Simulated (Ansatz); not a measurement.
Results of PBE0 in Ansatz (plane waves, PAW) for cubic perovskite BaSnO₃.

The run printed, among other lines:

```
WARN output.stress: scf.exx.energy_threshold = 1e-6 eV is looser than the 5e-8 eV advised for a stress under a hybrid functional (1e-8 eV for each atom of the …
Crystal: 5 atoms, lattice volume = 69.731 Å³
Basis set: ecut = 460 eV, 1551 PW (Γ), exchange–correlation on 60×60×60 points (8 copies of the dense FFT grid, shifted against one another)
Bands: 26, of which v1, the nominal top of the filled ones, is band 21 counted from 1 (20 counted from 0)
Symmetry: 48 space group operations
Space group: Pm-3m (ITA 221), of the structure as read, at distance tolerance 4.1e-5 Å
k-points: 20 of 216
Functional: x = pbe(κ = 0.804, μ = 0.2195149727645171), c = pbe(β = 0.06672455060314922), warm-up for x = 0.75 pbe(κ = 0.804, μ = 0.2195149727645171) + 0.25 exact, c = pbe(β = 0.06672455060314922)
SCF iter   1: F=—  HF=-13679.447784 eV  |F-HF|=—  |Δ(HF+E_count)|=         —  Δρ=1.46e-3  dr2=9.14e-4
SCF iter   2: F=-13679.449947 eV  HF=-13679.449816 eV  |F-HF|=1.32e-4  |Δ(HF+E_count)|=   2.03e-3  Δρ=5.62e-4  dr2=6.37e-5
Crystal: 5 atoms, lattice volume = 69.731 Å³
Initial density: handed on by an earlier stage of this run
Functional: x = 0.75 pbe(κ = 0.804, μ = 0.2195149727645171) + 0.25 exact, c = pbe(β = 0.06672455060314922)
  ...
Crystal: 5 atoms, lattice volume = 69.731 Å³
SCF iter   4: F=—  HF=-13686.505454 eV  |F-HF|=—  |Δ(HF+E_count)|=   2.22e-7  Δρ=5.68e-6  dr2=1.42e-8
SCF iter   5: F=-13686.505454 eV  HF=-13686.505454 eV  |F-HF|=1.46e-11  |Δ(HF+E_count)|=   4.20e-9  Δρ=2.34e-7  dr2=2.56e-10
SCF 3 converged in 5 iterations: F = -13686.505454 eV  dr2 = 2.56e-10
Free energy (F): -13686.505454 eV
Internal energy: -13686.505454 eV  (E = F + TS)
E sigma→0 (E₀):  -13686.505454 eV
Fermi energy:    10.378371 eV
--- Forces (eV/Å), atoms counted from 1 ---
  atom   1  Ba    -0.00000000     0.00000000     0.00000000
  atom   2  Sn     0.00000000    -0.00000000    -0.00000000
  atom   3  O     -0.00000000    -0.00000000    -0.00000000
  atom   4  O      0.00000000     0.00000000     0.00000000
  atom   5  O      0.00000000    -0.00000000    -0.00000000
--- Stress (GPa, compression-positive) ---
        0.559737       0.000000       0.000000
        0.000000       0.559737      -0.000000
        0.000000      -0.000000       0.559737
  P = ⅓ Tr σ = 0.5597 GPa (5.597 kbar)
```

Problem. Write an input file that could have produced this run (the log leaves some choices open).

Solution. This is not unique; one that fits is 
Ansatz 0.2 input:
```yaml
crystal:
  lattice:
    - [4.116, 0.0, 0.0]
    - [0.0, 4.116, 0.0]
    - [0.0, 0.0, 4.116]
  atoms:
    - { symbol: Ba, position: [0.0, 0.0, 0.0] }
    - { symbol: Sn, position: [0.5, 0.5, 0.5] }
    - { symbol: O, position: [0.5, 0.0, 0.5] }
    - { symbol: O, position: [0.0, 0.5, 0.5] }
    - { symbol: O, position: [0.5, 0.5, 0.0] }
basis:
  ecutwfc: 460
  ecutrho_ratio: 4
  xc_grid: 2
kpoints:
  mp_grid: { grid: [6, 6, 6] }
hamiltonian:
  xc: pbe0
  dispersion: none
  pseudopotentials: { kind: paw }
scf:
  occupations: { method: fermi_dirac, width: 0.01 }
  convergence: { dr2_threshold: 0.0000000005 }
output:
  forces: true
  stress: true
  eigenvalues: true
```

The PAW data were made under PBE.

Note: cell and atoms aren't relaxed at this level (pressure 0.6 GPa).

The result took about 90 core-seconds (a rough figure).

Ansatz is a quantum-chemistry and plane-wave program.
